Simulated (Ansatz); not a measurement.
# Formation energy and levels of the substitutional impurity Be_Ga in GaN (P6_3mc)

Aim: at which Fermi levels does Be_Ga in GaN (P6_3mc) change its charge? The model is a cell of 72 host atoms with 1 Ga taken out and 1 Be put in.

Main program and level: Ansatz 0.2.0; place-levels on r2SCAN runs: charge-transition levels and formation energies with image-charge correction and potential alignment at the atomic sites; PAW set soft_1.

Experimental background.

For GaN, wurtzite (literature experimental value, sample not described, 2 K), “On the origin of Blue Luminescence in Mg doped GaN” (2017, arxiv:1708.04036) quotes earlier work: band gap (band gap at 2 K) 3.51 eV [Literature value quoted for comparison without method or sample details; may be an …].

## (1) The starting structure

The cell holds 72 atoms: 35 Ga, 36 N and 1 Be. Its edges and angles: a = 9.550 Å, b = 9.550 Å, c = 10.368 Å, α = 90.0°, β = 90.0°, γ = 120.0°. It derives from GaN (space group P6_3mc). Nearest the centre at fractional (0.444, 0.556, 0.500): Be34 at 0.00 Å, N11 at 1.95 Å, N43 at 1.95 Å, N35 at 1.95 Å, N40 at 1.95 Å, Ga9 at 3.18 Å, Ga13 at 3.18 Å, Ga41 at 3.18 Å.

As a file:

```xyz
72
Lattice="9.5498 0.0000 0.0000 -4.7749 8.2704 0.0000 0.0000 0.0000 10.3677" Properties=species:S:1:pos:R:3 pbc="T T T"
Ga    1.5916    0.9189    2.5873
Ga    0.0000    1.8379    5.1792
N     1.5916    0.9189    4.5405
N     0.0000    1.8379    1.9486
Ga    1.5916    0.9189    7.7711
Ga    0.0000    1.8379   10.3630
N     1.5916    0.9189    9.7243
N     0.0000    1.8379    7.1324
Ga    0.0000    3.6757    2.5873
Ga   -1.5916    4.5947    5.1792
N     0.0000    3.6757    4.5405
N    -1.5916    4.5947    1.9486
Ga    0.0000    3.6757    7.7711
Ga   -1.5916    4.5947   10.3630
N     0.0000    3.6757    9.7243
N    -1.5916    4.5947    7.1324
Ga   -1.5916    6.4325    2.5873
Ga   -3.1833    7.3515    5.1792
N    -1.5916    6.4325    4.5405
N    -3.1833    7.3515    1.9486
Ga   -1.5916    6.4325    7.7711
Ga   -3.1833    7.3515   10.3630
N    -1.5916    6.4325    9.7243
N    -3.1833    7.3515    7.1324
Ga    4.7749    0.9189    2.5873
Ga    3.1833    1.8379    5.1792
N     4.7749    0.9189    4.5405
N     3.1833    1.8379    1.9486
Ga    4.7749    0.9189    7.7711
Ga    3.1833    1.8379   10.3630
N     4.7749    0.9189    9.7243
N     3.1833    1.8379    7.1324
Ga    3.1833    3.6757    2.5873
Be    1.5916    4.5947    5.1792
N     3.1833    3.6757    4.5405
N     1.5916    4.5947    1.9486
Ga    3.1833    3.6757    7.7711
Ga    1.5916    4.5947   10.3630
N     3.1833    3.6757    9.7243
N     1.5916    4.5947    7.1324
Ga    1.5916    6.4325    2.5873
Ga    0.0000    7.3515    5.1792
N     1.5916    6.4325    4.5405
N     0.0000    7.3515    1.9486
Ga    1.5916    6.4325    7.7711
Ga    0.0000    7.3515   10.3630
N     1.5916    6.4325    9.7243
N     0.0000    7.3515    7.1324
Ga    7.9582    0.9189    2.5873
Ga    6.3665    1.8379    5.1792
N     7.9582    0.9189    4.5405
N     6.3665    1.8379    1.9486
Ga    7.9582    0.9189    7.7711
Ga    6.3665    1.8379   10.3630
N     7.9582    0.9189    9.7243
N     6.3665    1.8379    7.1324
Ga    6.3665    3.6757    2.5873
Ga    4.7749    4.5947    5.1792
N     6.3665    3.6757    4.5405
N     4.7749    4.5947    1.9486
Ga    6.3665    3.6757    7.7711
Ga    4.7749    4.5947   10.3630
N     6.3665    3.6757    9.7243
N     4.7749    4.5947    7.1324
Ga    4.7749    6.4325    2.5873
Ga    3.1833    7.3515    5.1792
N     4.7749    6.4325    4.5405
N     3.1833    7.3515    1.9486
Ga    4.7749    6.4325    7.7711
Ga    3.1833    7.3515   10.3630
N     4.7749    6.4325    9.7243
N     3.1833    7.3515    7.1324
```

Screening for the image-charge correction: ε∞ = (5.83, 5.83, 6.02), ε0 = (10.10, 10.10, 11.19), computed on the host (DFPT, PBEsol, on the r2SCAN cell), and a cell off the functional's own equilibrium shifts the ionic part.

The cell's shortest repeat is 9.5 Å.

## (2) What was run first

Levels follow from differences of total energies between charge states, each relaxed by itself.

Each atom starts 0.05 Å or so off its site in a random direction: a symmetric start keeps its symmetry, and would miss off-centre moves and Jahn–Teller distortions. Forces are taken at one point at (¼, ¼, ¼). The cell holds 1 electron more than the neutral one, with a uniform background that keeps it neutral on the whole.

The sampling was tested on the host first: at the k-points planned (1x1x1 shifted 0.25 0.25 0.25) its energy lies -0.023 eV an atom from the dense-mesh value, a large miss, so this sampling is coarse for the host.

One state's input; the others differ in charge, spin, start and seed, and in occupations where the table says so.

The input, qm1.relax/input.yaml:

```yaml
crystal:
  lattice:
    - [9.54981763, 0.0, 0.0]
    - [-4.77490882, 8.27038467, 0.0]
    - [0.0, 0.0, 10.36766323]
  atoms:
    - { symbol: Ga, position: [0.22222222, 0.11111111, 0.24955312] }
    - { symbol: Ga, position: [0.11111111, 0.22222222, 0.49955312] }
    - { symbol: "N", position: [0.22222222, 0.11111111, 0.43794688] }
    - { symbol: "N", position: [0.11111111, 0.22222222, 0.18794688] }
    - { symbol: Ga, position: [0.22222222, 0.11111111, 0.74955312] }
    - { symbol: Ga, position: [0.11111111, 0.22222222, 0.99955312] }
    - { symbol: "N", position: [0.22222222, 0.11111111, 0.93794688] }
    - { symbol: "N", position: [0.11111111, 0.22222222, 0.68794688] }
    - { symbol: Ga, position: [0.22222222, 0.44444444, 0.24955312] }
    - { symbol: Ga, position: [0.11111111, 0.55555556, 0.49955312] }
    - { symbol: "N", position: [0.22222222, 0.44444444, 0.43794688] }
    - { symbol: "N", position: [0.11111111, 0.55555556, 0.18794688] }
    - { symbol: Ga, position: [0.22222222, 0.44444444, 0.74955312] }
    - { symbol: Ga, position: [0.11111111, 0.55555556, 0.99955312] }
    - { symbol: "N", position: [0.22222222, 0.44444444, 0.93794688] }
    - { symbol: "N", position: [0.11111111, 0.55555556, 0.68794688] }
    - { symbol: Ga, position: [0.22222222, 0.77777778, 0.24955312] }
    - { symbol: Ga, position: [0.11111111, 0.88888889, 0.49955312] }
    - { symbol: "N", position: [0.22222222, 0.77777778, 0.43794688] }
    - { symbol: "N", position: [0.11111111, 0.88888889, 0.18794688] }
    - { symbol: Ga, position: [0.22222222, 0.77777778, 0.74955312] }
    - { symbol: Ga, position: [0.11111111, 0.88888889, 0.99955312] }
    - { symbol: "N", position: [0.22222222, 0.77777778, 0.93794688] }
    - { symbol: "N", position: [0.11111111, 0.88888889, 0.68794688] }
    - { symbol: Ga, position: [0.55555556, 0.11111111, 0.24955312] }
    - { symbol: Ga, position: [0.44444444, 0.22222222, 0.49955312] }
    - { symbol: "N", position: [0.55555556, 0.11111111, 0.43794688] }
    - { symbol: "N", position: [0.44444444, 0.22222222, 0.18794688] }
    - { symbol: Ga, position: [0.55555556, 0.11111111, 0.74955312] }
    - { symbol: Ga, position: [0.44444444, 0.22222222, 0.99955312] }
    - { symbol: "N", position: [0.55555556, 0.11111111, 0.93794688] }
    - { symbol: "N", position: [0.44444444, 0.22222222, 0.68794688] }
    - { symbol: Ga, position: [0.55555556, 0.44444444, 0.24955312] }
    - { symbol: Be, position: [0.44444444, 0.55555556, 0.49955312] }
    - { symbol: "N", position: [0.55555556, 0.44444444, 0.43794688] }
    - { symbol: "N", position: [0.44444444, 0.55555556, 0.18794688] }
    - { symbol: Ga, position: [0.55555556, 0.44444444, 0.74955312] }
    - { symbol: Ga, position: [0.44444444, 0.55555556, 0.99955312] }
    - { symbol: "N", position: [0.55555556, 0.44444444, 0.93794688] }
    - { symbol: "N", position: [0.44444444, 0.55555556, 0.68794688] }
    - { symbol: Ga, position: [0.55555556, 0.77777778, 0.24955312] }
    - { symbol: Ga, position: [0.44444444, 0.88888889, 0.49955312] }
    - { symbol: "N", position: [0.55555556, 0.77777778, 0.43794688] }
    - { symbol: "N", position: [0.44444444, 0.88888889, 0.18794688] }
    - { symbol: Ga, position: [0.55555556, 0.77777778, 0.74955312] }
    - { symbol: Ga, position: [0.44444444, 0.88888889, 0.99955312] }
    - { symbol: "N", position: [0.55555556, 0.77777778, 0.93794688] }
    - { symbol: "N", position: [0.44444444, 0.88888889, 0.68794688] }
    - { symbol: Ga, position: [0.88888889, 0.11111111, 0.24955312] }
    - { symbol: Ga, position: [0.77777778, 0.22222222, 0.49955312] }
    - { symbol: "N", position: [0.88888889, 0.11111111, 0.43794688] }
    - { symbol: "N", position: [0.77777778, 0.22222222, 0.18794688] }
    - { symbol: Ga, position: [0.88888889, 0.11111111, 0.74955312] }
    - { symbol: Ga, position: [0.77777778, 0.22222222, 0.99955312] }
    - { symbol: "N", position: [0.88888889, 0.11111111, 0.93794688] }
    - { symbol: "N", position: [0.77777778, 0.22222222, 0.68794688] }
    - { symbol: Ga, position: [0.88888889, 0.44444444, 0.24955312] }
    - { symbol: Ga, position: [0.77777778, 0.55555556, 0.49955312] }
    - { symbol: "N", position: [0.88888889, 0.44444444, 0.43794688] }
    - { symbol: "N", position: [0.77777778, 0.55555556, 0.18794688] }
    - { symbol: Ga, position: [0.88888889, 0.44444444, 0.74955312] }
    - { symbol: Ga, position: [0.77777778, 0.55555556, 0.99955312] }
    - { symbol: "N", position: [0.88888889, 0.44444444, 0.93794688] }
    - { symbol: "N", position: [0.77777778, 0.55555556, 0.68794688] }
    - { symbol: Ga, position: [0.88888889, 0.77777778, 0.24955312] }
    - { symbol: Ga, position: [0.77777778, 0.88888889, 0.49955312] }
    - { symbol: "N", position: [0.88888889, 0.77777778, 0.43794688] }
    - { symbol: "N", position: [0.77777778, 0.88888889, 0.18794688] }
    - { symbol: Ga, position: [0.88888889, 0.77777778, 0.74955312] }
    - { symbol: Ga, position: [0.77777778, 0.88888889, 0.99955312] }
    - { symbol: "N", position: [0.88888889, 0.77777778, 0.93794688] }
    - { symbol: "N", position: [0.77777778, 0.88888889, 0.68794688] }
  host:
    repeats: [3, 3, 2]
    atoms:
      - { symbol: Ga, position: [0.66666667, 0.33333333, 0.49910624] }
      - { symbol: Ga, position: [0.33333333, 0.66666667, 0.99910624] }
      - { symbol: "N", position: [0.66666667, 0.33333333, 0.87589376] }
      - { symbol: "N", position: [0.33333333, 0.66666667, 0.37589376] }
total_charge: -1
basis:
  ecutwfc: 500
  xc_grid: 2
hamiltonian:
  xc: r2scan
  pseudopotentials: { kind: paw, azcp: { folder: soft_1 } }
kpoints:
  mp_grid: { grid: [1, 1, 1], shift: [0.25, 0.25, 0.25] }
scf:
  occupations: { method: fixed }
  max_iter: 60
output:
  forces: true
  charged_corrections:
    epsilon: [5.83, 5.83, 6.02]
    static_epsilon: [10.1, 10.1, 11.19]
    defect_position: [0.444444, 0.555556, 0.499553]
relax:
  f_tol: 0.02
  max_steps: 80
  random_displacement: { amplitude: 0.05, seed: 154 }
checkpoint:
  write: "../qm1.relax.run"
  compress: false
  write_wavefunctions: true
  write_every: 100000
```

Started as:

```
$ ansatz run input.yaml --threads 4 --pin off --max-ram 15073MiB --backend cpu --events-out ev --progress --plain --runs-dir out
```

The relaxed structure is kept and the sampling changed to a 2×2×2 shifted mesh.

The run of this state that the levels use, under r2SCAN:

The input, qm1.point/input.yaml:

```yaml
crystal:
  checkpoint: "../qm1.relax.run"
  host: checkpoint
total_charge: -1
basis:
  ecutwfc: 500
  xc_grid: 2
hamiltonian:
  xc: r2scan
  pseudopotentials: { kind: paw, azcp: { folder: soft_1 } }
kpoints:
  mp_grid: { grid: [2, 2, 2], shift: [0.5, 0.5, 0.5] }
scf:
  occupations: { method: fermi_dirac, width: 0.01 }
  max_iter: 60
output:
  forces: true
  eigenvalues: true
  charged_corrections:
    epsilon: [5.83, 5.83, 6.02]
    static_epsilon: [10.1, 10.1, 11.19]
    defect_position: [0.444444, 0.555556, 0.499553]
  eigenstates: { localisation: true }
  populations: true
  band_densities: [{ bands: [v1, v1] }, { bands: [c1, c1] }]
  write_density: true
  write_potential: true
  volumetric_format: npy
  elf: true
checkpoint:
  read: "../qm1.relax.run"
  write: "../qm1.point.run"
  compress: false
  write_wavefunctions: false
  write_every: 100000
```

Relaxations under r2SCAN at one point at (¼, ¼, ¼); times on 4 threads of Arm Neoverse V1, shared host:

```csv
charge,moment (μB),occupations,outcome,steps,largest displacement against the far atoms (Å),time
−1,0,fixed,converged,7,0.12,3.8 min
0,1,fixed,converged,8,0.12,11 min
+1,0,fixed,converged,7,0.13,4.4 min
+1,2,fixed,converged,7,0.12,9.9 min
```

Single points under r2SCAN at a 2×2×2 shifted mesh; times on 4 threads of Arm Neoverse V1, shared host:

```csv
charge,moment (μB),occupations,outcome,time
−1,0,fermi-dirac,converged,3.4 min
0,1,fermi-dirac,converged,7.5 min
+1,0,fermi-dirac,converged,3.2 min
+1,2,fermi-dirac,converged,6.9 min
```

Distances (Å) from Be34 to the nearest atoms after relaxation with r2SCAN:

```csv
charge,moment (μB),1.,2.,3.,4.,5.,6.
−1,0,N 1.83,N 1.83,N 1.84,N 1.84,Ga 3.11,Ga 3.11
0,1,N 1.80,N 1.82,N 1.82,N 1.90,Ga 3.08,Ga 3.08
+1,0,N 1.79,N 1.81,N 1.82,N 1.92,Ga 3.07,Ga 3.08
+1,2,N 1.81,N 1.83,N 1.84,N 1.86,Ga 3.10,Ga 3.12
```

(Continued in part 2 of 2.)

[Logs are printed without paths, hosts, clocks, repeated set-up lines and the standing remarks that a program may print on its own settings, such as how far it seeks lower states.]

[Hosts, paths, dates, database ids (printed as entryN), source tags and the programs' standing remarks are cut or masked in the printed files.]

[Where a table of states has a column of steps, it counts the stored structures, which are thinned; the runs took as many ionic steps or more.]

[A defect's name tells the site on which it was built; relaxed atoms can leave that site.]

[For some hosts the program warned that the k-mesh of the response run may be too coarse for force constants and the static dielectric constant; such warnings are not shown here.]
